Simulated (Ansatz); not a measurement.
# 2H-MoTe2 bilayer (2H stacking) in a perpendicular field, part 3 of 3

What dipole does a perpendicular field induce in the 2H-MoTe2 bilayer (2H stacking), and does the gap follow? A positive field points along +c.

Ansatz 0.2.0; plane-wave DFT, PBE-D3(BJ), Ansatz PAW.

So far, gap along the path (eV): step 3 (atoms held, field 0, start network) 0.830; step 4 (field 0.1 V/Å) 0.828; step 5 (field -0.1 V/Å) 0.828; step 6 (field 0.2 V/Å) 0.822.

## (7) Atoms held, field 0.3 V/Å

File input.yaml:

```yaml
crystal:
  lattice:
    - [3.5003073275, 0.0, 0.0]
    - [-1.7501536638, 3.0313550667, 0.0]
    - [0.0, 0.0, 28.4849415547]
  atoms:
    - { symbol: Te, position: [0.3333333333, 0.6666666667, 0.3159564145] }
    - { symbol: Mo, position: [0.0, 0.0, 0.3797222732] }
    - { symbol: Te, position: [0.3333333333, 0.6666666667, 0.4435520994] }
    - { symbol: Te, position: [0.0, 0.0, 0.5564479006] }
    - { symbol: Mo, position: [0.3333333333, 0.6666666667, 0.6202777268] }
    - { symbol: Te, position: [0.0, 0.0, 0.6840435855] }
kpoints:
  mp_grid: { grid: [18, 18, 1] }
  band_path:
    path: [[0, 0, 0], [0.5, 0, 0], [0.33333333, 0.33333333, 0], [0, 0, 0]]
    npoints: 16
hamiltonian:
  xc: pbe
  dispersion: d3bj
scf:
  occupations: { method: fermi_dirac, width: 0.02585 }
  convergence: { dr2_threshold: 1.0e-10 }
efield:
  axis: 3
  dipole_correction: true
  ramp_position: 0.9652
  ramp_width: 0.0696
  amplitude: 0.3
output:
  write_potential: true
  write_density: true
  volumetric_format: npy
```

Started as:

```sh
$ ansatz run input.yaml --threads 4 --pin off --max-ram 8192MiB --backend cpu --events-out ev --progress --plain --runs-dir out
```

Numbers of over 12 decimals in the logs are rounded to 6 here.

The log of the run:

```text
[...]
Crystal: 6 atoms, lattice volume = 302.244 Å³
Basis set: ecut = 420 eV, 5885 PW (Γ)
Bands: 56, of which v1, the nominal top of the filled ones, is band 46 counted from 1 (45 counted from 0)
Symmetry: 6 space group operations
k-points: 37 of 324 (time reversal used)
[...]
k-point 0: bands = [... 42 lower, 2.9354, 2.9354, 2.9644, 3.8371, 6.7422, 6.7422, 6.9124, 6.9124, ... 6 higher]
  k-point 1: bands = [... 42 lower, 2.8755, 2.8879, 3.0449, 3.8247, 6.5419, 6.6901, 6.7500, 6.8071, ... 6 higher]
  k-point 2: bands = [... 42 lower, 2.7737, 2.8924, 3.0993, 3.7294, 6.1287, 6.2203, 6.3454, 6.4008, ... 6 higher]
  k-point 36: bands = [... 42 lower, 1.8129, 1.9655, 3.5359, 3.7635, 4.7900, 4.9526, 5.1406, 5.7549, ... 6 higher]
[key lines of the parts left out:]
SCF converged after 18 iterations
Free energy (F): -37836.257288 eV
Fermi energy:    4.237620 eV
Dipole field:    D = 0.133291 V/Å  (p = 0.222637 e·Å, saw-weighted, corrected)
```

Elapsed: 63 s, on 4 threads of Intel Xeon at 2.50GHz (Skylake/Cascade Lake), shared host; peak memory 1.1 GiB; 4 min of CPU time.

The dipole is 0.223 e·Å, and the gap 0.813 eV.

## (8) Response, atoms held

This step: plane-wave DFT, PBE-D3(BJ), Ansatz PAW; response to a field along the normal, atoms held (Ansatz 0.2.0).

The dipoles give the slope, and the difference of two potentials shows where the field is screened.

This step gave:

```
equivalent conductor thickness p/(ε₀AE) : 12.65 Å
distance between the outer atoms        : 10.48 Å
```

The dipole of the cell by applied field:

```
applied field (V/Å)  dipole of the cell (e·Å)
             -0.100                   -0.0742
              0.000                    1.8e-6
              0.100                    0.0742
              0.200                     0.148
              0.300                     0.223
```

Local field over the applied field, running mean. From the potentials at -0.1 and 0.1 V/Å; running mean over 2.8 Å. The local field over applied field by z:

```
z (Å)  local field over applied field
    5                           0.988
    6                           0.922
    7                           0.694
    8                           0.378
    9                           0.117
   10                          0.0372
   11                          0.0255
   12                          0.0411
   13                           0.102
   14                           0.154
   15                           0.136
   16                          0.0629
   17                          0.0308
   18                          0.0274
   19                          0.0602
   20                           0.233
   21                           0.543
   22                           0.835
   23                           0.969
   24                           0.996
```

Electrons, planar mean, per unit field. The induced electron density by z:

z (Å), induced electron density (e/Å³ per V/Å) and a bar from the least value:
```
      4.5    0.00002 ###############
      5.0    0.00005 ###############
      5.5    0.00013 ################
      6.0    0.00034 #################
      6.5    0.00082 ###################
      7.0    0.00182 ########################
      7.5    0.00313 ##############################
      8.0    0.00291 #############################
      8.5    0.00087 ###################
      9.0    0.00067 ##################
      9.5    0.00032 ################
     10.0   -0.00042 #############
     10.5   -0.00021 ##############
     11.0    0.00025 ################
     11.5    0.00028 ################
     12.0   -0.00008 ###############
     12.5   -0.00035 #############
     13.0   -0.00064 ############
     13.5   -0.00100 ##########
     14.0   -0.00066 ############
     14.5    0.00070 ##################
     15.0    0.00098 ####################
     15.5    0.00065 ##################
     16.0    0.00033 #################
     16.5    0.00007 ###############
     17.0   -0.00027 ##############
     17.5   -0.00026 ##############
     18.0    0.00022 ################
     18.5    0.00040 #################
     19.0   -0.00032 #############
     19.5   -0.00069 ############
     20.0   -0.00089 ###########
     20.5   -0.00296 #
     21.0   -0.00310 
     21.5   -0.00178 ######
     22.0   -0.00080 ###########
     22.5   -0.00033 #############
     23.0   -0.00013 ##############
     23.5   -0.00005 ###############
     24.0   -0.00002 ###############
```

The smaller of the gaps on the path and on the k-mesh, counted as 0 under 0.03 eV. Table of gap by applied field:

```
applied field (V/Å)  gap (eV)
             -0.100     0.828
              0.000     0.830
              0.100     0.828
              0.200     0.822
              0.300     0.813
```

By hand: between -0.1 and 0.1 V/Å the dipole changes by 0.1484 e·Å, a slope of 0.7418 e·Å²/V. A perfect conductor of thickness t has p = ε₀AEt, so t = 180.95 × 0.7418 / 10.611 = 12.65 Å (e/ε₀ = 180.95 V·Å, A in Å²).

The induced dipole is that of a conductor 12.65 Å thick.

## (9) What came out

```
gap without field                          : 0.830 eV
ionisation energy, upper face              : 4.67 eV
electron affinity, upper face              : 3.84 eV
equivalent conductor thickness, atoms held : 12.7 Å
```

The induced dipole equals that of a perfect conductor 12.65 Å thick, while the outer atoms lie 10.48 Å apart; an out-of-plane ε follows only once a thickness t is chosen, by 1 − 1/ε = 12.65 Å / t. The gap goes from 0.83 eV to 0.81 eV at 0.3 V/Å. Semilocal functionals give gaps that are too small, and excitons are not included. Spin-orbit coupling is left out, which matters for the bands of elements this heavy.

[Logs are printed without paths, hosts, clocks, repeated set-up lines and the standing remarks that a program may print on its own settings, such as how far it seeks lower states.]

[Hosts, paths, dates, database ids (printed as entryN), source tags and the programs' standing remarks are cut or masked in the printed files.]

[Maps of the electrostatic potential energy from Ansatz leave out the sawtooth potential of an applied field or a dipole correction, so their vacuum need not be flat; planar profiles and work functions include it.]
